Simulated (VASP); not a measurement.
# Al (P-1) in VASP: further runs

One crystal, Al, is run at these levels: r2SCAN; tasks: equation of state.

Program: VASP 6.6.1. These are calculated values, not measurements. Logs are shortened: lines on timing, memory, paths and dates and some standing lists are left out, and cuts for length are marked.

### 1 The structure

The typed cell holds 1 atom: a = 2.839 Å, b = 2.840 Å, c = 2.869 Å, α = 60.19°, β = 62.21°, γ = 59.49°.

### 2 Equation of state, r2SCAN, 15.57 Å³/atom

File INCAR:

```
SYSTEM = Al
ALGO = Normal ; EDIFF = 1E-6
ENCUT = 520 ; ISIF = 2
ISMEAR = -1 ; LASPH = .TRUE.
LCHARG = .FALSE. ; LMIXTAU = .TRUE.
LREAL = .FALSE. ; LWAVE = .FALSE.
METAGGA = R2SCAN ; NELM = 100
PREC = Accurate ; SIGMA = 0.05
```

File KPOINTS:

```
k-points
0
G
  11 11 11
  0 0 0
```

File POSCAR:

```
Al
1.0
   -0.0200376396      1.9304253325      2.0021102586
    1.9617748896      0.0097628196      1.9723097994
    2.0172562664      1.9561062403     -0.0457185474
Al
1
Direct
    0.0000000000      0.0000000000      0.0000000000
```

Potentials or basis: VASP PAW PBE potentials, release 64 (Al).

On the command line:

```sh
cat potpaw_PBE.64/Al/POTCAR > POTCAR
mpirun -np 1 vasp_std > vasp.out
```

OUTCAR:

```text
SYSTEM = Al
   EDIFF = 1E-6
   ENCUT = 520
   ISIF = 2
   ISMEAR = -1
   LASPH = .TRUE.
   LREAL = .FALSE.
   METAGGA = R2SCAN
   NELM = 100
   PREC = Accurate

 Found    666 irreducible k-points:

 Following reciprocal coordinates:
            Coordinates               Weight
  0.000000  0.000000  0.000000      1.000000
  0.090909 -0.000000  0.000000      2.000000
  0.181818  0.000000 -0.000000      2.000000
  0.272727  0.000000 -0.000000      2.000000
  0.363636 -0.000000 -0.000000      2.000000
  0.454545 -0.000000 -0.000000      2.000000
   k-points           NKPTS =    666   k-points in BZ     NKDIM =    666   number of bands    NBANDS=      5
   number of dos      NEDOS =    301   number of ions     NIONS =      1
   total plane-waves  NPLWV =  13824
   dimension x,y,z NGX =    24 NGY =   24 NGZ =   24
   dimension x,y,z NGXF=    48 NGYF=   48 NGZF=   48
   ions per type =               1
   NGX,Y,Z   is equivalent  to a cutoff of  14.35, 14.34, 14.20 a.u.
   NGXF,Y,Z  is equivalent  to a cutoff of  28.69, 28.69, 28.39 a.u.
 SYSTEM =  Al
   PREC   = accura    normal or accurate (medium, high low for compatibility)
   ISTART =      0    job   : 0-new  1-cont  2-samecut
   ICHARG =      2    charge: 1-file 2-atom 10-const
   ISPIN  =      1    spin polarized calculation?
   LNONCOLLINEAR =      F non collinear calculations
   LSORBIT =      F    spin-orbit coupling
   LASPH  =      T    aspherical Exc in radial PAW
   ENCUT  =  520.0 eV  38.22 Ry    6.18 a.u.   5.17  5.17  5.23*2*pi/ulx,y,z
   NELM   =    100;   NELMIN=  2; NELMDL= -5     # of ELM steps
   EDIFF  = 0.1E-05   stopping-criterion for ELM
   LREAL  =      F    real-space projection
   EDIFFG = 0.1E-04   stopping-criterion for IOM
   NSW    =      0    number of steps for IOM
   IBRION =     -1    ionic relax: 0-MD 1-quasi-New 2-CG
   NFREE  =      0    steps in history (QN), initial steepest desc. (CG)
   ISIF   =      2    stress and relaxation
   ISYM   =      2    0-nonsym 1-usesym 2-fastsym
   POTIM  = 0.5000    time-step for ionic-motion
   TEBEG  =    0.0;   TEEND  =   0.0 temperature during run
   PSTRESS=    0.0 pullay stress
   NELECT =       3.0000    total number of electrons
   NUPDOWN=      -1.0000    fix difference up-down
   EMIN   =  10.00;   EMAX   =-10.00  energy-range for DOS
   EFERMI =   0.00;   METHOD = LEGACY
   ISMEAR =    -1;   SIGMA  =   0.05  broadening in eV -4-tet -1-fermi 0-gaus
   EFERMI_NEDOS =   21; number of points for ismear=-14 and -15
   IALGO  =     38    algorithm
   IMIX   =      4    mixing-type and parameters
     AMIX     =   0.40;   BMIX     =  1.00
     AMIX_MAG =   1.60;   BMIX_MAG =  1.00
  volume/ion in A,a.u.               =      15.57       105.10
  Fermi-wavevector in a.u.,A,eV,Ry     =   0.945462  1.786663 12.162216  0.893898
  Thomas-Fermi vector in A             =   2.073365
   LORBIT       =      0    0 simple, 1 ext, 2 COOP (PROOUT), +10 PAW based schemes
   METAGGA = R2SCAN    functional components
   LHFCALC =     F    Hartree Fock is set to
   AEXX    =    0.0000 exact exchange contribution
   IVDW    =     0    specifies the selected vdW correction
   LEPSILON=     F    determine dielectric tensor
   LRPA    =     F    only Hartree local field effects (RPA)
 non-spin polarized calculation
  energy-cutoff  :      520.00
  volume of cell :       15.57
 maximum number of plane-waves:       430
 NGX is ok and might be reduce to    24
   NGX = 11   NGY = 11   NGZ = 11

 number of electron       3.0000000 magnetization

 Free energy of the ion-electron system (eV)
  ---------------------------------------------------
  ext. energy  EPLUGINS =         0.00000000
  ---------------------------------------------------
  free energy    TOTEN  =        -6.73781730 eV

  energy without entropy =       -6.73519463  energy(sigma->0) =       -6.73650597

 E-fermi :   8.7145     XC(G=0): -11.1230

 val. band max:        8.7049647291   @ k =  -0.4545  -0.1818   0.3636
 cond. band min:       8.7471275569   @ k =   0.0909   0.0000   0.3636
 fundamental gap:      0.0421628278
 Fermi energy:         8.7145169262

 k-point     1 :       0.0000    0.0000    0.0000
  band No.  band energies     occupation
      1      -3.6251      2.00000
      2      21.4445      0.00000
      3      22.5591      0.00000
      4      22.8851      0.00000
      5      23.6817      0.00000

 k-point     2 :       0.0909   -0.0000    0.0000
  band No.  band energies     occupation
      1      -3.3789      2.00000
      2      19.0684      0.00000
      3      21.4154      0.00000
      4      22.2606      0.00000
      5      24.4278      0.00000

 k-point     3 :       0.1818    0.0000   -0.0000
  band No.  band energies     occupation
      1      -2.6431      2.00000
      2      15.1388      0.00000
      3      20.7812      0.00000
      4      21.4624      0.00000
      5      24.7370      0.00000

 k-point     4 :       0.2727    0.0000   -0.0000
  band No.  band energies     occupation
      1      -1.4254      2.00000
      2      11.4045      0.00000
      3      20.4846      0.00000
      4      20.9442      0.00000
      5      24.1944      0.00000

 k-point     5 :       0.3636   -0.0000   -0.0000
  band No.  band energies     occupation
      1       0.2606      2.00000
      2       8.0162      2.00000
      3      20.5436      0.00000
      4      20.7908      0.00000
      5      22.7604      0.00000

 k-point     6 :       0.4545   -0.0000   -0.0000
  band No.  band energies     occupation
      1       2.3845      2.00000
      2       5.0366      2.00000
      3      20.8922      0.00000
      4      21.0053      0.00000
      5      21.7422      0.00000

 [... further k-points ...]

------------------------ aborting loop because EDIFF is reached ----------------------------------------

  FORCE on cell =-STRESS in cart. coord.  units (eV):
  Direction    XX          YY          ZZ          XY          YZ          ZX
  --------------------------------------------------------------------------------------
  -------------------------------------------------------------------------------------
  Total        0.2095614      0.3235349      0.1207935     -0.1681753      0.0861750      0.2085498
  in kB       21.5579706     33.2826293     12.4262548    -17.3005000      8.8649792     21.4539046
  external PRESSURE =      22.4222849 kB  Pullay stress =       0.0000000 kB

 VOLUME and BASIS-vectors are now :
 -----------------------------------------------------------------------------
  energy-cutoff  :      520.00
  volume of cell :       15.57
      direct lattice vectors                 reciprocal lattice vectors
    -0.020037640  1.930425333  2.002110259    -0.247744356  0.261218303  0.245128037
     1.961774890  0.009762820  1.972309799     0.257125254 -0.259260588  0.252551221
     2.017256266  1.956106240 -0.045718547     0.243208525  0.254724756 -0.243170322

 POSITION                                       TOTAL-FORCE (eV/Angst)
 -----------------------------------------------------------------------------------
      0.00000      0.00000      0.00000         0.000000      0.000000      0.000000
 -----------------------------------------------------------------------------------
    total drift:                               -0.000000     -0.000000      0.000000

  FREE ENERGIE OF THE ION-ELECTRON SYSTEM (eV)
  ---------------------------------------------------
  free  energy   TOTEN  =        -6.7378172995 eV

  energy  without entropy=       -6.7351946314  energy(sigma->0) =       -6.73650597
```

Run time: 1.7 min. Hardware: 1 thread of Intel Xeon 6975P-C (Granite Rapids), shared host; peak memory 0.18 GiB.

What came out:

* Free energy: -6.7378 eV
* Pressure: 2.2 GPa
* Band gap on the k mesh: none (metal or under the smearing width)

Caveat: the PAW data sets were made with another functional, which shifts forces and pressure a little.

### 3 Equation of state, r2SCAN, 15.91 Å³/atom

File INCAR:

```
SYSTEM = Al
PREC = Accurate ; ENCUT = 520
EDIFF = 1E-7 ; ISMEAR = -1
SIGMA = 0.05 ; LREAL = .False.
LASPH = .True. ; NELM = 60
ALGO = Normal ; ISIF = 2
LWAVE = .False. ; LCHARG = .False.
METAGGA = R2SCAN ; LMIXTAU = .True.
```

File KPOINTS:

```
Automatic mesh
0
Gamma
  11 11 11
  0 0 0
```

File POSCAR:

```
Al
1.0
   -0.0201787544      1.9440203250      2.0162100912
    1.9755906609      0.0098315742      1.9861997627
    2.0314627645      1.9698820902     -0.0460405196
Al
1
Direct
    0.0000000000      0.0000000000      0.0000000000
```

Potentials or basis: VASP PAW PBE potentials, release 64 (Al).

On the command line:

```sh
cat potpaw_PBE.64/Al/POTCAR > POTCAR
mpirun -np 1 vasp_std > vasp.out
```

Wall time 99 s (1 thread of Intel Xeon 6975P-C (Granite Rapids), shared host); peak memory 0.17 GiB.

Results (log left out):

```
Free energy            : -6.7402 eV
Pressure               : 0.2 GPa
Band gap on the k mesh : none (metal or under the smearing width)
```

Caveat: the PAW data sets were made with another functional, which shifts forces and pressure a little.

### 4 Equation of state, r2SCAN, 16.24 Å³/atom

File INCAR:

```
SYSTEM = Al
PREC = Accurate
ENCUT = 520
EDIFF = 1E-6
ISMEAR = -1
SIGMA = 0.05
LREAL = .FALSE.
LASPH = .TRUE.
NELM = 80
ALGO = Normal
ISIF = 2
LWAVE = .FALSE.
LCHARG = .FALSE.
METAGGA = R2SCAN
LMIXTAU = .TRUE.
```

File KPOINTS:

```
regular mesh
0
G
  11 11 11
  0 0 0
```

File POSCAR:

```
Al
1.0
   -0.0203179226      1.9574277854      2.0301154278
    1.9892158546      0.0098993803      1.9998981249
    2.0454732952      1.9834679132     -0.0463580504
Al
1
Direct
    0.0000000000      0.0000000000      0.0000000000
```

On the command line:

```sh
cat potpaw_PBE.64/Al/POTCAR > POTCAR
mpirun -np 1 vasp_std > vasp.out
```

Run time: 91 s. Hardware: 1 thread of Intel Xeon 6975P-C (Granite Rapids), shared host; peak memory 0.18 GiB.

It converged, with:

```yaml
Free_energy: -6.7386 eV
Pressure: -1.7 GPa
Band_gap_on_the_k_mesh: none (metal or under the smearing width)
```

Caveat: the PAW data sets were made with another functional, which shifts forces and pressure a little.

### 5 Equation of state, r2SCAN, 16.90 Å³/atom

File INCAR:

```
SYSTEM = Al
PREC = Accurate
ENCUT = 520
EDIFF = 1E-7
ISMEAR = -1
SIGMA = 0.05
LREAL = .False.
LASPH = .True.
NELM = 100
ALGO = Normal
ISIF = 2
LWAVE = .False.
LCHARG = .False.
METAGGA = R2SCAN
LMIXTAU = .True.
```

File KPOINTS:

```
regular mesh
0
Gamma
  11 11 11
  0 0 0
```

File POSCAR:

```
Al
1.0
   -0.0205906789      1.9837051194      2.0573685513
    2.0159199251      0.0100322737      2.0267455987
    2.0729325892      2.0100948209     -0.0469803804
Al
1
Direct
    0.0000000000      0.0000000000      0.0000000000
```

On the command line:

```sh
cat potpaw_PBE.64/Al/POTCAR > POTCAR
mpirun -np 1 vasp_std > vasp.out
```

Wall time 1.9 min (1 thread of Intel Xeon 6975P-C (Granite Rapids), shared host); peak memory 0.18 GiB.

It converged, with:

```yaml
Free_energy: -6.7248 eV
Pressure: -4.8 GPa
Band_gap_on_the_k_mesh: none (metal or under the smearing width)
```

Caveat: the PAW data sets were made with another functional, which shifts forces and pressure a little.

### 6 Equation of state, r2SCAN, 17.23 Å³/atom

File INCAR:

```
  PREC = Accurate
  ENCUT = 520
  EDIFF = 1E-6
  ISMEAR = -1
  SIGMA = 0.05
  LREAL = F
  LASPH = T
  NELM = 100
  ALGO = Normal
  ISIF = 2
  LWAVE = F
  LCHARG = F
  METAGGA = R2SCAN
  LMIXTAU = T
```

File KPOINTS:

```
Automatic mesh
0
Gamma
  11 11 11
```

File POSCAR:

```
Al
1.0
   -0.0207243884      1.9965866824      2.0707284617
    2.0290106810      0.0100974202      2.0399066531
    2.0863935676      2.0231477504     -0.0472854564
Al
1
Direct
    0.0000000000      0.0000000000      0.0000000000
```

Potentials or basis: VASP PAW PBE potentials, release 64 (Al).

On the command line:

```sh
cat potpaw_PBE.64/Al/POTCAR > POTCAR
mpirun -np 1 vasp_std > vasp.out
```

Run time: 94 s. Hardware: 1 thread of Intel Xeon 6975P-C (Granite Rapids), shared host; peak memory 0.18 GiB.

It converged, with:

```yaml
Free_energy: -6.7135 eV
Pressure: -6.1 GPa
Band_gap_on_the_k_mesh: none (metal or under the smearing width)
```

Caveat: the PAW data sets were made with another functional, which shifts forces and pressure a little.

### 7 Equation of state, r2SCAN, 17.56 Å³/atom

File INCAR:

```
SYSTEM = Al
PREC = Accurate ; ENCUT = 520
EDIFF = 1E-7 ; ISMEAR = -1
SIGMA = 0.05 ; LREAL = .False.
LASPH = .True. ; NELM = 100
ALGO = Normal ; ISIF = 2
LWAVE = .False. ; LCHARG = .False.
METAGGA = R2SCAN ; LMIXTAU = .True.
```

File KPOINTS:

```
regular mesh
0
Gamma
  11 11 11
  0 0 0
```

File POSCAR:

```
Al
1.0
   -0.0208563944      2.0093041379      2.0839181706
    2.0419346643      0.0101617367      2.0529000395
    2.0996830570      2.0360343893     -0.0475866457
Al
1
Direct
    0.0000000000      0.0000000000      0.0000000000
```

On the command line:

```sh
cat potpaw_PBE.64/Al/POTCAR > POTCAR
mpirun -np 1 vasp_std > vasp.out
```

Wall time 2.8 min (1 thread of Intel Xeon 6975P-C (Granite Rapids), shared host); peak memory 0.18 GiB.

The run converged. Its results:

| Item | Value |
| --- | --- |
| Free energy | -6.6997 eV |
| Pressure | -7.2 GPa |
| Band gap on the k mesh | none (metal or under the smearing width) |

Caveat: the PAW data sets were made with another functional, which shifts forces and pressure a little.

### 8 Equation of state, r2SCAN

No new run: the results of the series are fitted here.

Results:

```
Equilibrium volume                        : 15.93 Å³/atom
Bulk modulus at fixed shape and positions : 93 GPa
Pressure derivative of the bulk modulus   : 4.7
```

Energy against volume, from the lowest point:
| volume (Å³/atom) | energy (meV/atom) |
| --- | --- |
| 15.574 | 2.39 |
| 15.906 | 0.00 |
| 16.237 | 1.66 |
| 16.569 | 6.92 |
| 16.900 | 15.38 |
| 17.231 | 26.70 |
| 17.563 | 40.54 |

Caveat: the cell was scaled at fixed shape and fractional positions, which overstates the stiffness of a crystal with free parameters, most of all of layers and chains; the PAW data sets were made with another functional, which shifts forces and pressure a little.
